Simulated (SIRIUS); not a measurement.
InAs under changes of volume

One of the cells (24.297 Å³/atom); the others are scaled copies at fixed shape and fractional positions:

```xyz
2
Lattice="0.0000 2.8964 2.8964 2.8964 0.0000 2.8964 2.8964 2.8964 0.0000" Properties=species:S:1:pos:R:3 pbc="T T T"
In    2.8964    2.8964    2.8964
As    0.0000    0.0000    0.0000
```

Measurements of this composition are mostly on another form, of space group No. 216.

```yaml
Program: SIRIUS 7.10.0
Functional: PBEsol
Potentials_or_basis: PseudoDojo 0.4.1 PBEsol standard (scalar relativistic)
Cutoff: 1152 eV
Density_cutoff: 4606 eV
k_mesh: 8 × 8 × 8
Occupations: fermi-dirac, width 0.05 eV
Spin: no spin polarisation
```

```tsv
volume (Å³/atom)	energy over the lowest point (meV/atom)	pressure (GPa)
22.392	0.14	0.8
22.868	0.00	-0.7
23.344	4.09	-2.0
24.297	?	?
24.774	37.15	-5.2
25.250	53.79	-6.0
```

**Question.** What does the run at 24.297 Å³/atom give?

**Answer.** Energy over the lowest point 23.08 meV/atom; pressure -4.2 GPa.

Worked out: A Birch-Murnaghan fit of order 3 (a polynomial in V^(-2/3)) to the other rows has its minimum at 22.64 Å³/atom with B0 = V·E''(V) = 72 GPa and B' = 4.8. It gives 23.06 meV/atom at 24.297 Å³/atom, against the run's 23.08, and -dE/dV = -4.3 GPa, against -4.2.

Energies are extrapolated to zero smearing.
